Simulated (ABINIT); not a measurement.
# InP (F-43m) in ABINIT: settings compared, part 2 of 2

ABINIT 10.8.3 (patched build).

### 3 Equation of state, r2SCAN

The input, run.abi:

```
# Datasets: one volume each
ndtset 7
getwfk -1
scalecart1 3*0.9795861087
scalecart2 3*0.9864848297
scalecart3 3*0.9932883884
scalecart4 3*1.0000000000
scalecart5 3*1.0066227096
scalecart6 3*1.0131594038
scalecart7 3*1.0196128224

# Pseudopotentials
pp_dirpath "./"
pseudos "In.GGA_PBE-JTH.xml, P.GGA_PBE-JTH.xml"

# Structure
acell 3*1.0 Angstrom
rprim
     0.0000000000     2.9305000000     2.9305000000
     2.9305000000     0.0000000000     2.9305000000
     2.9305000000     2.9305000000     0.0000000000
ntypat 2
znucl 49 15
natom 2
typat 1 2
xred
     0.0000000000     0.0000000000     0.0000000000
     0.7500000000     0.7500000000     0.7500000000

# Plane-wave basis
ecut 26.0
pawecutdg 48.0

# k points
kptopt 1
ngkpt 8 8 8
nshiftk 1
shiftk 0.0 0.0 0.0

# Exchange and correlation
ixc -497498
usekden 1
pawxcdev 0

# Bands and occupations
nband 13
occopt 3
tsmear 0.05 eV

# SCF cycle
nstep 100
tolvrs 1.0e-7

# Output
iomode 3
prtwf 1
prtden 0
prteig 0
prtebands 0
```

Potentials or basis: JTH PAW PBE v2.0.

Command:

```sh
$ abinit run.abi > log 2>&1
```

run.abo:

```text
.Version 10.8.3 of ABINIT
 DATASET    1 : space group F-4 3 m (#216); Bravais cF (face-center cubic)
================================================================================
 Values of the parameters that define the memory need for DATASET  1.
     intxc =       0    ionmov =       0      iscf =      17    lmnmax =      18
     lnmax =       6     mgfft =      36  mpssoang =       3    mqgrid =    3001
     natom =       2  nloc_mem =       2    nspden =       1   nspinor =       1
    nsppol =       1      nsym =      24    n1xccc =       1    ntypat =       2
    occopt =       3   xclevel =       2
       mpw =        2035          nfft =       46656          nkpt =          29
 PAW method is used; the additional fine FFT grid is defined by:
   mgfftf=        48    nfftf =    110592
================================================================================
================================================================================
[... 71 lines left out ...]
 DATASET    7 : space group F-4 3 m (#216); Bravais cF (face-center cubic)
================================================================================
 Values of the parameters that define the memory need for DATASET  7.
     intxc =       0    ionmov =       0      iscf =      17    lmnmax =      18
     lnmax =       6     mgfft =      40  mpssoang =       3    mqgrid =    3001
     natom =       2  nloc_mem =       2    nspden =       1   nspinor =       1
    nsppol =       1      nsym =      24    n1xccc =       1    ntypat =       2
    occopt =       3   xclevel =       2
       mpw =        2292          nfft =       64000          nkpt =          29
 PAW method is used; the additional fine FFT grid is defined by:
[... 1460 lines left out ...]
            acell      1.8897261259E+00  1.8897261259E+00  1.8897261259E+00 Bohr
           etotal1    -4.3597330851E+01
           etotal2    -4.3598732945E+01
           etotal3    -4.3599685356E+01
           etotal4    -4.3600247154E+01
           etotal5    -4.3600456611E+01
           etotal6    -4.3600352596E+01
           etotal7    -4.3599971459E+01
            fcart1    -0.0000000000E+00 -0.0000000000E+00 -0.0000000000E+00
                      -0.0000000000E+00 -0.0000000000E+00 -0.0000000000E+00
            fcart2    -2.2179954211E-28  3.9431029709E-28  1.2322196784E-28
                       2.2179954211E-28 -3.9431029709E-28 -1.2322196784E-28
            fcart3    -0.0000000000E+00 -0.0000000000E+00 -0.0000000000E+00
                      -0.0000000000E+00 -0.0000000000E+00 -0.0000000000E+00
            fcart4    -4.1507885562E-45 -3.8898112627E-28  4.1507885562E-45
                       4.1507885562E-45  3.8898112627E-28 -4.1507885562E-45
            fcart5    -0.0000000000E+00 -0.0000000000E+00 -0.0000000000E+00
                      -0.0000000000E+00 -0.0000000000E+00 -0.0000000000E+00
[... 38 lines left out ...]
                       0.0000000000E+00  0.0000000000E+00  0.0000000000E+00
           xangst1     0.0000000000E+00  0.0000000000E+00  0.0000000000E+00
                       4.3060156373E+00  4.3060156373E+00  4.3060156373E+00
           xangst2     0.0000000000E+00  0.0000000000E+00  0.0000000000E+00
                       4.3363406902E+00  4.3363406902E+00  4.3363406902E+00
           xangst3     0.0000000000E+00  0.0000000000E+00  0.0000000000E+00
                       4.3662474333E+00  4.3662474333E+00  4.3662474333E+00
           xangst4     0.0000000000E+00  0.0000000000E+00  0.0000000000E+00
                       4.3957500000E+00  4.3957500000E+00  4.3957500000E+00
           xangst5     0.0000000000E+00  0.0000000000E+00  0.0000000000E+00
                       4.4248617757E+00  4.4248617757E+00  4.4248617757E+00
           xangst6     0.0000000000E+00  0.0000000000E+00  0.0000000000E+00
                       4.4535954493E+00  4.4535954493E+00  4.4535954493E+00
           xangst7     0.0000000000E+00  0.0000000000E+00  0.0000000000E+00
                       4.4819630641E+00  4.4819630641E+00  4.4819630641E+00
             xred      0.0000000000E+00  0.0000000000E+00  0.0000000000E+00
                       7.5000000000E-01  7.5000000000E-01  7.5000000000E-01
 Calculation completed.
```

Wall time 8.2 min (1 thread of Arm Neoverse V2, shared host); peak memory 0.2 GiB.

Results:

```
Equilibrium volume                      : 25.75 Å³/atom
Bulk modulus                            : 68 GPa
Pressure derivative of the bulk modulus : 5.0
```

Energy against volume, from the lowest point:
```csv
volume (Å³/atom),energy (meV/atom)
23.657,42.53
24.160,23.45
24.663,10.49
25.167,2.85
25.670,0.00
26.173,1.42
26.677,6.60
```

Caveat: pressures at fixed basis lie under the slope of the energies; the PAW data sets were made with another functional, which shifts forces and pressure a little.

### 4 Against experiment

Step 2. A measured gap of InP is 1.4236 eV (direct; 1.6 K; a printed reference work, data compilation); the calculated 1.56 eV misses it by +0.14 eV. Spin-orbit coupling on In is left out. The value is that of TB-mBJ, without temperature or zero-point motion.

Step 3. A measured bulk modulus of InP is 71 GPa (a printed reference work, data compilation); the calculated 68 GPa misses it by -4.4 %. The fit is for a static lattice scaled at fixed shape and fixed fractional positions.
